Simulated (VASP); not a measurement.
# C (Fd-3m) in VASP: settings compared

The runs below take C through relaxation of cell and atoms, single point, with BEEF-vdW, PBE.

Everything below comes from runs of VASP 6.6.1. Logs are shortened: lines on timing, memory, paths and dates and some standing lists are left out, and cuts for length are marked.

## (1) The structure

The structure is cubic, space group Fd-3m (No. 227). Conventional cell: a = 3.567 Å, b = 3.567 Å, c = 3.567 Å, α = 90.00°, β = 90.00°, γ = 90.00°. Around C (site symmetry -43m) lie 4 C at 1.54 Å.

This isn't the form of C at room conditions, which is graphite.

## (2) Relaxation of cell and atoms, BEEF-vdW

Contents of INCAR:

```
ALGO = Normal ; EDIFF = 1E-7
EDIFFG = -0.005 ; ENCUT = 600
GGA = BF ; IBRION = 2
ISIF = 3 ; ISMEAR = -1
LASPH = True ; LCHARG = False
LREAL = False ; LUSE_VDW = True
LWAVE = False ; NELM = 100
NSW = 60 ; PREC = Accurate
SIGMA = 0.05 ; ZAB_VDW = -1.8867
```

Contents of KPOINTS:

```
k-points
0
Gamma
  13 13 13
```

Contents of POSCAR:

```
C
1.0
    0.0000000000      1.7833700000      1.7833700000
    1.7833700000      0.0000000000      1.7833700000
    1.7833700000      1.7833700000      0.0000000000
C
2
Direct
    0.7500000000      0.7500000000      0.7500000000
    0.5000000000      0.5000000000      0.5000000000
```

Potentials or basis: VASP PAW PBE potentials, release 64 (C).

On the command line:

```
$ cat potpaw_PBE.64/C/POTCAR > POTCAR
$ mpirun -np 1 vasp_std > vasp.out
```

OUTCAR:

```text
EDIFF = 1E-7
   EDIFFG = -0.005
   ENCUT = 600
   GGA = BF
   IBRION = 2
   ISIF = 3
   ISMEAR = -1
   LASPH = True
   LREAL = False
   NELM = 100
   NSW = 60
   PREC = Accurate

 ion  position               nearest neighbor table
   1  0.750  0.750  0.750-   2 1.54   2 1.54   2 1.54   2 1.54
   2  0.500  0.500  0.500-   1 1.54   1 1.54   1 1.54   1 1.54

  LATTYP: Found a face centered cubic cell.
 ALAT       =     3.5667400000

  Lattice vectors:

 A1 = (   0.0000000000,   1.7833700000,   1.7833700000)
 A2 = (   1.7833700000,   0.0000000000,   1.7833700000)
 A3 = (   1.7833700000,   1.7833700000,   0.0000000000)

Analysis of symmetry for initial positions (statically):
=====================================================================
 Subroutine PRICEL returns:
 Original cell was already a primitive cell.

 Routine SETGRP: Setting up the symmetry group for a
 face centered cubic supercell.

 Subroutine GETGRP returns: Found 48 space group operations
 (whereof 24 operations were pure point group operations)
 out of a pool of 48 trial point group operations.

The static configuration has the point symmetry T_d .
 The point group associated with its full space group is O_h .

Analysis of symmetry for dynamics (positions and initial velocities):
=====================================================================
 Subroutine PRICEL returns:
 Original cell was already a primitive cell.

 Routine SETGRP: Setting up the symmetry group for a
 face centered cubic supercell.

 Subroutine GETGRP returns: Found 48 space group operations
 (whereof 24 operations were pure point group operations)
 out of a pool of 48 trial point group operations.

The dynamic configuration has the point symmetry T_d .
 The point group associated with its full space group is O_h .

 Subroutine INISYM returns: Found 48 space group operations
 (whereof 24 operations are pure point group operations),
 and found     1 'primitive' translations

----------------------------------------------------------------------------------------

                                     Primitive cell

  volume of cell :      11.3437

  direct lattice vectors                    reciprocal lattice vectors
     0.000000000  1.783370000  1.783370000    -0.280368067  0.280368067  0.280368067
     1.783370000  0.000000000  1.783370000     0.280368067 -0.280368067  0.280368067
     1.783370000  1.783370000  0.000000000     0.280368067  0.280368067 -0.280368067

  length of vectors
     2.522066041  2.522066041  2.522066041     0.485611737  0.485611737  0.485611737

  position of ions in fractional coordinates (direct lattice)
     0.750000000  0.750000000  0.750000000
     0.500000000  0.500000000  0.500000000

  ion indices of the primitive-cell ions
   primitive index   ion index
                 1           1
                 2           2

----------------------------------------------------------------------------------------

 KPOINTS: k-points

Automatic generation of k-mesh.
 Grid dimensions read from file:
 generate k-points for:   13   13   13

 Generating k-lattice:

  Cartesian coordinates                     Fractional coordinates (reciprocal lattice)
    -0.021566774  0.021566774  0.021566774     0.076923077  0.000000000  0.000000000
     0.021566774 -0.021566774  0.021566774     0.000000000  0.076923077  0.000000000
     0.021566774  0.021566774 -0.021566774     0.000000000  0.000000000  0.076923077

  Length of vectors
     0.037354749  0.037354749  0.037354749

  Shift w.r.t. Gamma in fractional coordinates (k-lattice)
     0.000000000  0.000000000  0.000000000

 Subroutine IBZKPT returns following result:
 ===========================================

 Found     84 irreducible k-points:

 Following reciprocal coordinates:
            Coordinates               Weight
  0.000000  0.000000  0.000000      1.000000
  0.076923  0.000000  0.000000      8.000000
  0.153846  0.000000  0.000000      8.000000
  0.230769  0.000000  0.000000      8.000000
  0.307692  0.000000  0.000000      8.000000
  0.384615  0.000000  0.000000      8.000000
[... 42 lines left out ...]
 -0.461538  0.461538  0.000000     12.000000
  0.230769  0.153846  0.076923     24.000000
 [... further k-points ...]
   k-points           NKPTS =     84   k-points in BZ     NKDIM =     84   number of bands    NBANDS=      8
   number of dos      NEDOS =    301   number of ions     NIONS =      2
   total plane-waves  NPLWV =   8000
   dimension x,y,z NGX =    20 NGY =   20 NGZ =   20
   dimension x,y,z NGXF=    40 NGYF=   40 NGZF=   40
   ions per type =               2
   NGX,Y,Z   is equivalent  to a cutoff of  13.18, 13.18, 13.18 a.u.
   NGXF,Y,Z  is equivalent  to a cutoff of  26.37, 26.37, 26.37 a.u.
 SYSTEM =  unknown system
   PREC   = accura    normal or accurate (medium, high low for compatibility)
   ISTART =      0    job   : 0-new  1-cont  2-samecut
   ICHARG =      2    charge: 1-file 2-atom 10-const
   ISPIN  =      1    spin polarized calculation?
   LNONCOLLINEAR =      F non collinear calculations
   LSORBIT =      F    spin-orbit coupling
   LASPH  =      T    aspherical Exc in radial PAW
   ENCUT  =  600.0 eV  44.10 Ry    6.64 a.u.   5.04  5.04  5.04*2*pi/ulx,y,z
   NELM   =    100;   NELMIN=  2; NELMDL= -5     # of ELM steps
   EDIFF  = 0.1E-06   stopping-criterion for ELM
   LREAL  =      F    real-space projection
   EDIFFG = -.5E-02   stopping-criterion for IOM
   NSW    =     60    number of steps for IOM
   IBRION =      2    ionic relax: 0-MD 1-quasi-New 2-CG
   NFREE  =      1    steps in history (QN), initial steepest desc. (CG)
   ISIF   =      3    stress and relaxation
   ISYM   =      2    0-nonsym 1-usesym 2-fastsym
   POTIM  = 0.5000    time-step for ionic-motion
   TEBEG  =    0.0;   TEEND  =   0.0 temperature during run
   PSTRESS=    0.0 pullay stress
   NELECT =       8.0000    total number of electrons
   NUPDOWN=      -1.0000    fix difference up-down
   EMIN   =  10.00;   EMAX   =-10.00  energy-range for DOS
   EFERMI =   0.00;   METHOD = LEGACY
   ISMEAR =    -1;   SIGMA  =   0.05  broadening in eV -4-tet -1-fermi 0-gaus
   EFERMI_NEDOS =   21; number of points for ismear=-14 and -15
   IALGO  =     38    algorithm
   IMIX   =      4    mixing-type and parameters
     AMIX     =   0.40;   BMIX     =  1.00
     AMIX_MAG =   1.60;   BMIX_MAG =  1.00
  volume/ion in A,a.u.               =       5.67        38.28
  Fermi-wavevector in a.u.,A,eV,Ry     =   1.457203  2.753714 28.891161  2.123440
  Thomas-Fermi vector in A             =   2.574032
   LORBIT       =      0    0 simple, 1 ext, 2 COOP (PROOUT), +10 PAW based schemes
   GGA     = BF    functional components
   LHFCALC =     F    Hartree Fock is set to
   AEXX    =    0.0000 exact exchange contribution
   IVDW_NL    =     1    kernel type
   BPARAM     = 6.3000
   IVDW    =     0    specifies the selected vdW correction
   LEPSILON=     F    determine dielectric tensor
   LRPA    =     F    only Hartree local field effects (RPA)
 conjugate gradient relaxation of ions
 non-spin polarized calculation
  energy-cutoff  :      600.00
  volume of cell :       11.34
 maximum number of plane-waves:       388
   NGX =  9   NGY =  9   NGZ =  9

--------------------------------------- Ionic step        1  -------------------------------------------

 number of electron       7.9999999 magnetization

 Free energy of the ion-electron system (eV)
  ---------------------------------------------------
  ext. energy  EPLUGINS =         0.00000000
  ---------------------------------------------------
  free energy    TOTEN  =       -15.63386627 eV

  energy without entropy =      -15.63386627  energy(sigma->0) =      -15.63386627

------------------------ aborting loop because EDIFF is reached ----------------------------------------

  FORCE on cell =-STRESS in cart. coord.  units (eV):
  Direction    XX          YY          ZZ          XY          YZ          ZX
  --------------------------------------------------------------------------------------
  -------------------------------------------------------------------------------------
  Total        0.0988593      0.0988593      0.0988593      0.0000000     -0.0000000      0.0000000
  in kB       13.9628450     13.9628450     13.9628450      0.0000000     -0.0000000      0.0000000
  external PRESSURE =      13.9628450 kB  Pullay stress =       0.0000000 kB
[... 61 lines left out ...]
Total vdW correction in eV:      0.7199447

--------------------------------------- Ionic step        3  -------------------------------------------

 number of electron       7.9999999 magnetization

 Free energy of the ion-electron system (eV)
  ---------------------------------------------------
  ext. energy  EPLUGINS =         0.00000000
  ---------------------------------------------------
  free energy    TOTEN  =       -15.63402389 eV

  energy without entropy =      -15.63402389  energy(sigma->0) =      -15.63402389

 E-fermi :  10.3687     XC(G=0): -13.3487

 val. band max:        9.3742387017   @ k =   0.0000   0.0000   0.0000
 cond. band min:      13.6752146093   @ k =   0.3846   0.3846   0.0000
 fundamental gap:      4.3009759076
 Fermi energy:        10.3687018422

 k-point     1 :       0.0000    0.0000    0.0000
  band No.  band energies     occupation
      1     -12.0560      2.00000
      2       9.3742      2.00000
      3       9.3742      2.00000
      4       9.3742      2.00000
      5      15.0244      0.00000
      6      15.0244      0.00000
      7      15.0244      0.00000
      8      22.5430      0.00000
[... 419 lines left out ...]
 k-point    40 :       0.4615    0.3077    0.0000
  band No.  band energies     occupation
      1      -6.4105      2.00000
      2      -0.0479      2.00000
      3       2.4783      2.00000
      4       3.9455      2.00000
      5      14.7820      0.00000
      6      17.9930      0.00000
      7      23.7776      0.00000
      8      23.9927      0.00000

 [... further k-points ...]

------------------------ aborting loop because EDIFF is reached ----------------------------------------

  FORCE on cell =-STRESS in cart. coord.  units (eV):
  Direction    XX          YY          ZZ          XY          YZ          ZX
  --------------------------------------------------------------------------------------
  -------------------------------------------------------------------------------------
  Total        0.0010860      0.0010860      0.0010860     -0.0000000      0.0000000     -0.0000000
  in kB        0.1528989      0.1528989      0.1528989     -0.0000000      0.0000000     -0.0000000
  external PRESSURE =       0.1528989 kB  Pullay stress =       0.0000000 kB
[... 17 lines left out ...]
  FREE ENERGIE OF THE ION-ELECTRON SYSTEM (eV)
  ---------------------------------------------------
  free  energy   TOTEN  =       -15.6340238947 eV

  energy  without entropy=      -15.6340238947  energy(sigma->0) =      -15.63402389

Total vdW correction in eV:      0.7182817

 reached required accuracy - stopping structural energy minimisation
```

Run time: 33 s. Hardware: 1 thread of Intel Xeon Platinum 8559C (Emerald Rapids), shared host; peak memory 0.22 GiB.

What came out:

* Free energy: -15.6340 eV
* Relaxed volume: 5.69 Å³/atom
* Relaxed cell: a = 2.525 Å, b = 2.525 Å, c = 2.525 Å, α = 60.00°, β = 60.00°, γ = 60.00°
* Space group after relaxing (to 0.05 Å): Fd-3m (No. 227)
* Energy gained by relaxing: 0.1 meV/atom
* Ionic steps: 3
* Pressure after relaxing: 0.0 GPa
* Band gap on the k mesh: 4.30 eV, indirect (least direct gap 5.65 eV)

Step by step:
| step | energy change (eV) | largest force (eV/Å) | pressure (GPa) | volume (Å³) |
| --- | --- | --- | --- | --- |
| 1 | 0.0000 | 0.0000 | 1.40 | 11.34 |
| 2 | 0.0001 | 0.0000 | -1.65 | 11.43 |
| 3 | -0.0002 | 0.0000 | 0.02 | 11.38 |

Final structure:
```
C
1.0
     0.00000    1.78528    1.78528
     1.78528    0.00000    1.78528
     1.78528    1.78528    0.00000
C
2
Direct
  0.75000 0.75000 0.75000
  0.50000 0.50000 0.50000
```

Levels at points of the mesh, in eV from the valence-band top:
```tsv
k point	band 2	band 3	band 4	band 5	band 6	band 7
(0.00, 0.00, 0.00)	0.00	0.00	0.00	5.65	5.65	5.65
```

Caveat: the PAW data sets were made with another functional, which shifts forces and pressure a little; an odd mesh through Γ misses points on the zone boundary, where band edges often lie.

## (3) Single point, PBE

Contents of INCAR:

```
SYSTEM = C
PREC     = Accurate       ! precision mode
ENCUT    = 520            ! plane-wave cutoff, eV
EDIFF    = 1E-6           ! SCF threshold, eV
ISMEAR   = 0              ! smearing method
SIGMA    = 0.018000000000000002 ! smearing width, eV
LREAL    = .False.        ! projectors in reciprocal space
LASPH    = .True.         ! aspherical terms in the spheres
NELM     = 100            ! most SCF steps
ALGO     = Normal         ! electronic algorithm
ISIF     = 2              ! what is computed and relaxed
LWAVE    = .False.        ! write WAVECAR
LCHARG   = .True.         ! write CHGCAR
GGA      = PE             ! functional
LELF     = .True.         ! ELF
LVHAR    = .True.
```

Contents of KPOINTS:

```
regular mesh
0
Gamma
  13 13 13
  0 0 0
```

POSCAR is that of step 2.

Potentials or basis: VASP PAW PBE potentials, release 64 (C).

On the command line:

```
$ cat potpaw_PBE.64/C/POTCAR > POTCAR
$ mpirun -np 1 vasp_std > vasp.out
```

Run time: 5 s. Hardware: 1 thread of AMD EPYC 9R45 (Zen 5), shared host; peak memory 0.09 GiB.

Results (log left out):

- Free energy: -18.1853 eV
- Pressure: 2.5 GPa
- Band gap on the k mesh: 4.14 eV, indirect (least direct gap 5.59 eV)

Levels at points of the mesh, in eV from the valence-band top:
| k point | band 1 | band 2 | band 3 | band 4 | band 5 | band 6 | band 7 | band 8 |
| --- | --- | --- | --- | --- | --- | --- | --- | --- |
| (0.00, 0.00, 0.00) | -21.48 | 0.00 | 0.00 | 0.00 | 5.59 | 5.59 | 5.59 | 13.33 |

Caveat: an odd mesh through Γ misses points on the zone boundary, where band edges often lie.

## (4) Comparison with measurements

Step 2. The cell as given is a measured one (5.67 Å³/atom); BEEF-vdW puts the equilibrium volume +0.3 % from it, thermal expansion not counted.
